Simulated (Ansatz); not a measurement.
## MoP: pressure and energy less free atoms against volume scale

All results are calculated (Ansatz 0.2.0). Periodic Kohn-Sham DFT of a crystal at fixed atoms, scaled to volume_scale times the given cell; pressure positive in compression, energy less spherical unpolarised free atoms, largest_vzz the field gradient of largest size among the nuclei.

The cell before it is scaled or strained (space group P-6m2, No. 187):
```
cell vectors (Å)
   3.2230     0.0000     0.0000
  -1.6115     2.7912     0.0000
   0.0000     0.0000     3.1910
atoms (fractions of the cell vectors)
Mo  0.00000  0.00000  0.00000
P   0.33333  0.66667  0.50000
```

Settings of every row: method all-electron LAPW; functional PBE; relativity scalar; k mesh 12x12x10; filling fermi-dirac; smearing width 0.03 eV; basis error target 0.25 meV/atom; nucleus gaussian.

Atom start moment: 0 on all atoms.

| row | volume scale | V (Å³/atom) | pressure (GPa) | energy less free atoms (eV/atom) |
| --- | --- | --- | --- | --- |
| 1 | 0.96 | 13.779 | 13.146 | -8.7907 |
| 2 | 0.98 | 14.066 | 7.624 | -8.8092 |
| 3 | 1 | 14.353 | 2.664 | -8.8184 |
| 4 | 1.02 | 14.64 | ? | ? |
| 5 | 1.04 | 14.927 | -5.79 | -8.8122 |

Question: what pressure and energy less free atoms should row 4 give?

Worked fit of pressure. Take u = (V_r/V)^(2/3) − 1 with V_r = 14.21 Å³ an atom, which is twice the finite (Eulerian) strain; such expansions in the strain, on which the Birch-Murnaghan equation of state is built, carry the rest volume and the bulk modulus. The shown rows have u = 0.02075, 0.00681, -0.00665, -0.03228. Least squares give pressure = 5.0696 + 368.543 × u + 995.38 × u² GPa; a straight line predicts inner rows, each left out in turn, worse (root mean square 0.44 against 0.0031 GPa). The rows lie off it by 0.001, -0.002, 0.001, 0.000. The pressure vanishes at u = -0.0143, or V = 14.52 Å³ an atom, and there the bulk modulus at fixed shape and fractions is B = −V dP/dV = (2/3)(1 + u) dP/du = 223 GPa. Letting shape and atoms relax would as a rule lower it, by much in layered, chain or molecular crystals. The withheld row has u = -0.01968, so the fit gives 5.0696 + 368.543 × (-0.01968) + 995.38 × (-0.01968)² = -1.798 GPa.

The calculation gave -1.791 GPa. The fit lies 0.007 GPa (0.037 % of the column's range) below it; its largest miss of a shown row is 0.002 GPa.

Worked fit of energy less free atoms. Take u = (V_r/V)^(2/3) − 1 with V_r = 14.21 Å³ an atom, which is twice the finite (Eulerian) strain; such expansions in the strain, on which the Birch-Murnaghan equation of state is built, carry the rest volume and the bulk modulus. The shown rows have u = 0.02075, 0.00681, -0.00665, -0.03228. Least squares give energy less free atoms = −8.81493 + 0.6778 × u + 23.611 × u² eV/atom; a straight line predicts inner rows, each left out in turn, worse (root mean square 0.01 against 2.9e-05 eV/atom). All shown rows lie on it to the printed digit. Its lowest point lies at u = -0.0144, or V = 14.52 Å³ an atom, and the curvature there gives the bulk modulus at fixed shape and fractions, B = (4/9)(1 + u)² E″(u)/V = 225 GPa. Letting shape and atoms relax would as a rule lower it, by much in layered, chain or molecular crystals. The withheld row has u = -0.01968, so the fit gives −8.81493 + 0.6778 × (-0.01968) + 23.611 × (-0.01968)² = -8.8191 eV/atom.

The calculation gave -8.8191 eV/atom. The fit meets it to the printed digit.
